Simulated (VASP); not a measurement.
# PbF2 (Pnma) in VASP: notebook, part 2 of 2

VASP 6.6.1. The steps go on from the part before.

## 3. Relaxation of cell and atoms, r2SCAN, target pressure 6.55 GPa, at which the enthalpy is minimised

This run uses another cell than the first one, of 14.51 Å³/atom, 0.912 times its volume.

The input, INCAR:

```
SYSTEM = PbF2
PREC = Accurate ; ENCUT = 600
EDIFF = 1E-7 ; ISMEAR = 0
SIGMA = 0.03 ; LREAL = .False.
LASPH = .True. ; NELM = 80
ALGO = Normal ; ISIF = 3
LWAVE = .False. ; LCHARG = .False.
METAGGA = R2SCAN ; LMIXTAU = .True.
IBRION = 2 ; NSW = 90
EDIFFG = -0.005 ; PSTRESS = 65.5
KPAR = 4
```

The input, KPOINTS:

```
Automatic mesh
0
Gamma
  4 8 4
  0 0 0
```

The input, POSCAR:

```
PbF2                                    
1.0
    6.1252747624      0.0000000000      0.0000000000
   -0.0000000000      3.7851514517      0.0000000000
    0.0000000000      0.0000000000      7.5108166086
  Pb              F             
     4     8
Direct
     0.7453912971902857    0.7500000000000000    0.1162771511313689
     0.2546087028097141    0.2500000000000000    0.8837228488686312
     0.7546087028097143    0.2500000000000000    0.6162771511313688
     0.2453912971902858    0.7500000000000000    0.3837228488686311
     0.1423681411379666    0.7500000000000000    0.0610316415297476
     0.8576318588620333    0.2500000000000000    0.9389683584702525
     0.3576318588620335    0.2500000000000000    0.5610316415297475
     0.6423681411379667    0.7500000000000000    0.4389683584702526
     0.5414107704585781    0.7500000000000000    0.8276353520675009
     0.4585892295414219    0.2500000000000000    0.1723646479324992
     0.9585892295414219    0.2500000000000000    0.3276353520675008
     0.0414107704585781    0.7500000000000000    0.6723646479324991
```

Potentials or basis: VASP PAW PBE potentials, release 64 (Pb_d, F).

Run with:

```
$ cat potpaw_PBE.64/Pb_d/POTCAR potpaw_PBE.64/F/POTCAR > POTCAR
$ mpirun -np 4 vasp_std > vasp.out
```

OUTCAR:

```text
SYSTEM = PbF2
   PREC = Accurate
   ENCUT = 600
   EDIFF = 1E-7
   ISMEAR = 0
   LREAL = .False.
   LASPH = .True.
   NELM = 80
   ISIF = 3
   METAGGA = R2SCAN
   IBRION = 2
   NSW = 90
   EDIFFG = -0.005
   PSTRESS = 65.5

 ion  position               nearest neighbor table
   1  0.745  0.750  0.116-   6 2.41   6 2.41   5 2.47   9 2.50   8 2.50  10 2.62  10 2.62  11 2.79
                            11 2.79   4 3.66   4 3.66   2 3.96   2 3.96   2 4.04   2 4.04
   2  0.255  0.250  0.884-   5 2.41   5 2.41   6 2.47  10 2.50   7 2.50   9 2.62   9 2.62  12 2.79
                            12 2.79   3 3.66   3 3.66   1 3.96   1 3.96   1 4.04   1 4.04
   3  0.755  0.250  0.616-   8 2.41   8 2.41   7 2.47  11 2.50   6 2.50  12 2.62  12 2.62   9 2.79
                             9 2.79   2 3.66   2 3.66   4 3.96   4 3.96   4 4.04   4 4.04
   4  0.245  0.750  0.384-   7 2.41   7 2.41   8 2.47  12 2.50   5 2.50  11 2.62  11 2.62  10 2.79
                            10 2.79   1 3.66   1 3.66   3 3.96   3 3.96   3 4.04   3 4.04
   5  0.142  0.750  0.061-   2 2.41   2 2.41   1 2.47   4 2.50
   6  0.858  0.250  0.939-   1 2.41   1 2.41   2 2.47   3 2.50
   7  0.358  0.250  0.561-   4 2.41   4 2.41   3 2.47   2 2.50
   8  0.642  0.750  0.439-   3 2.41   3 2.41   4 2.47   1 2.50
   9  0.541  0.750  0.828-   1 2.50   2 2.62   2 2.62   3 2.79   3 2.79
  10  0.459  0.250  0.172-   2 2.50   1 2.62   1 2.62   4 2.79   4 2.79
  11  0.959  0.250  0.328-   3 2.50   4 2.62   4 2.62   1 2.79   1 2.79
  12  0.041  0.750  0.672-   4 2.50   3 2.62   3 2.62   2 2.79   2 2.79

  LATTYP: Found a simple orthorhombic cell.
 ALAT       =     3.7851514517
 B/A-ratio  =     1.6182376955
 C/A-ratio  =     1.9842843026

  Lattice vectors:

 A1 = (   0.0000000000,  -3.7851514517,   0.0000000000)
 A2 = (   6.1252747624,   0.0000000000,   0.0000000000)
 A3 = (   0.0000000000,   0.0000000000,   7.5108166086)

Analysis of symmetry for initial positions (statically):
=====================================================================
 Subroutine PRICEL returns:
 Original cell was already a primitive cell.

 Routine SETGRP: Setting up the symmetry group for a
 simple orthorhombic supercell.

 Subroutine GETGRP returns: Found  8 space group operations
 (whereof  2 operations were pure point group operations)
 out of a pool of  8 trial point group operations.

[... 168 lines left out ...]
 non-spin polarized calculation
 Gauss-broadening in eV      SIGMA  =   0.03
  energy-cutoff  :      600.00
  volume of cell :      174.14
 maximum number of plane-waves:      5857
 NGX is ok and might be reduce to    50
   NGX = 25   NGY = 15   NGZ = 31

--------------------------------------- Ionic step        1  -------------------------------------------

 number of electron     112.0000024 magnetization

 Free energy of the ion-electron system (eV)
  ---------------------------------------------------
  ext. energy  EPLUGINS =         0.00000000
  ---------------------------------------------------
  free energy    TOTEN  =      -280.29842778 eV

  energy without entropy =     -280.29842778  energy(sigma->0) =     -280.29842778

------------------------ aborting loop because EDIFF is reached ----------------------------------------

  FORCE on cell =-STRESS in cart. coord.  units (eV):
  Direction    XX          YY          ZZ          XY          YZ          ZX
  --------------------------------------------------------------------------------------
  -------------------------------------------------------------------------------------
  Total        7.2574537      7.1884117      7.0642902      0.0000000      0.0000000      0.0000000
  in kB       66.7726889     66.1374629     64.9954743      0.0000000      0.0000000      0.0000000
  external PRESSURE =       0.4685420 kB  Pullay stress =      65.5000000 kB
[... 323 lines left out ...]
--------------------------------------- Ionic step        8  -------------------------------------------

 number of electron     112.0000028 magnetization

 Free energy of the ion-electron system (eV)
  ---------------------------------------------------
  ext. energy  EPLUGINS =         0.00000000
  ---------------------------------------------------
  free energy    TOTEN  =      -280.30739925 eV

  energy without entropy =     -280.30739925  energy(sigma->0) =     -280.30739925

 E-fermi :   3.6778     XC(G=0): -11.1615

 val. band max:        3.5249977901   @ k =   0.0000   0.3750   0.0000
 cond. band min:       7.9811911308   @ k =   0.0000   0.0000   0.0000
 fundamental gap:      4.4561933407
 Fermi energy:         3.6778317214

 k-point     1 :       0.0000    0.0000    0.0000
  band No.  band energies     occupation
      1     -19.8967      2.00000
      2     -19.7474      2.00000
      3     -19.4586      2.00000
      4     -19.4468      2.00000
      5     -18.9452      2.00000
      6     -18.9322      2.00000
[... 1669 lines left out ...]
     66      11.6665      0.00000
     67      12.3296      0.00000

 [... further k-points ...]

------------------------ aborting loop because EDIFF is reached ----------------------------------------

  FORCE on cell =-STRESS in cart. coord.  units (eV):
  Direction    XX          YY          ZZ          XY          YZ          ZX
  --------------------------------------------------------------------------------------
  -------------------------------------------------------------------------------------
  Total        7.0753476      7.0854684      7.1223832      0.0000000      0.0000000      0.0000000
  in kB       65.0175400     65.1105430     65.4497652      0.0000000      0.0000000      0.0000000
  external PRESSURE =      -0.3073839 kB  Pullay stress =      65.5000000 kB
[... 31 lines left out ...]
  energy  without entropy=     -280.3073992454  energy(sigma->0) =     -280.30739925

  enthalpy is  TOTEN    =      -273.1795493407 eV   P V=        7.1278499047

 reached required accuracy - stopping structural energy minimisation
```

OSZICAR:

```text
N       E                     dE             d eps       ncg     rms          rms(c)
DAV:   1     0.169848147332E+04    0.16985E+04   -0.60604E+04  6030   0.233E+03
[... 87 lines left out ...]
DAV:   2    -0.280307419629E+03    0.11958E-03   -0.14641E-03  6899   0.275E-01    0.486E-02
DAV:   3    -0.280307391828E+03    0.27801E-04   -0.15032E-04  7786   0.943E-02    0.183E-02
DAV:   4    -0.280307359576E+03    0.32252E-04   -0.59847E-05  6550   0.567E-02    0.667E-03
DAV:   5    -0.280307387112E+03   -0.27536E-04   -0.38335E-05  6048   0.407E-02    0.283E-03
DAV:   6    -0.280307395015E+03   -0.79025E-05   -0.11893E-05  6060   0.209E-02    0.180E-03
DAV:   7    -0.280307399305E+03   -0.42899E-05   -0.18285E-06  6111   0.801E-03    0.853E-04
DAV:   8    -0.280307399245E+03    0.59150E-07   -0.17903E-07  4574   0.264E-03
   8 F= -.27317955E+03 E0= -.27317955E+03  d E =-.461541E-04
```

Wall time 27 min (4 MPI ranks of Intel Xeon 6975P-C (Granite Rapids), shared host); peak memory 0.64 GiB.

Results:

```yaml
Free_energy: -280.3074 eV
Relaxed_volume: 14.53 Å³/atom
Relaxed_cell: a = 6.139 Å, b = 3.789 Å, c = 7.496 Å, α = 90.00°, β = 90.00°, γ = 90.00°
Space_group_after_relaxing_to_0.05_Å: Pnma (No. 62)
Energy_change_on_relaxing_the_enthalpy_is_what_falls: -0.7 meV/atom
Ionic_steps: 8
Pressure_after_relaxing: 6.5 GPa
Largest_force_after_relaxing: 0.005 eV/Å
Band_gap_on_the_k_mesh: 4.46 eV, indirect (least direct gap 4.72 eV)
```

Forces on the atoms (eV/Å):
```
Pb  -0.003  0.000  0.000
Pb   0.003  0.000  0.000
Pb   0.003  0.000  0.000
Pb  -0.003  0.000  0.000
F   -0.002  0.000  0.003
F    0.002  0.000 -0.003
F    0.002  0.000  0.003
F   -0.002  0.000 -0.003
F   -0.003  0.000  0.004
F    0.003  0.000 -0.004
F    0.003  0.000  0.004
F   -0.003  0.000 -0.004
```

Step by step:
| step | energy change (eV) | largest force (eV/Å) | pressure (GPa) | volume (Å³) |
| --- | --- | --- | --- | --- |
| 1 | 0.0000 | 0.0081 | 6.60 | 174.14 |
| 2 | -0.0045 | 0.0080 | 6.54 | 174.25 |
| 3 | -0.0086 | 0.0084 | 6.48 | 174.34 |
| 4 | -0.0062 | 0.0073 | 6.53 | 174.28 |
| 5 | -0.0037 | 0.0067 | 6.58 | 174.22 |
| 6 | -0.0052 | 0.0059 | 6.56 | 174.26 |
| 7 | -0.0064 | 0.0053 | 6.55 | 174.29 |
| 8 | -0.0090 | 0.0049 | 6.52 | 174.35 |

Final structure:
```
Pb F
1.0
     6.13879    0.00000    0.00000
     0.00000    3.78886    0.00000
     0.00000    0.00000    7.49612
Pb F
4 8
Direct
  0.74570 0.75000 0.11599
  0.25430 0.25000 0.88401
  0.75430 0.25000 0.61599
  0.24570 0.75000 0.38401
  0.14219 0.75000 0.06091
  0.85781 0.25000 0.93909
  0.35781 0.25000 0.56091
  0.64219 0.75000 0.43909
  0.54084 0.75000 0.82759
  0.45916 0.25000 0.17241
  0.95916 0.25000 0.32759
  0.04084 0.75000 0.67241
```

Caveat: the cell is relaxed towards a set pressure, so the enthalpy falls and the energy may rise; the PAW data sets were made with another functional, which shifts forces and pressure a little; spin-orbit coupling is left out, which as a rule narrows the gap of such compounds by several tenths of an eV. r2SCAN opens gaps a little over a GGA but as a rule still falls short of measured ones.
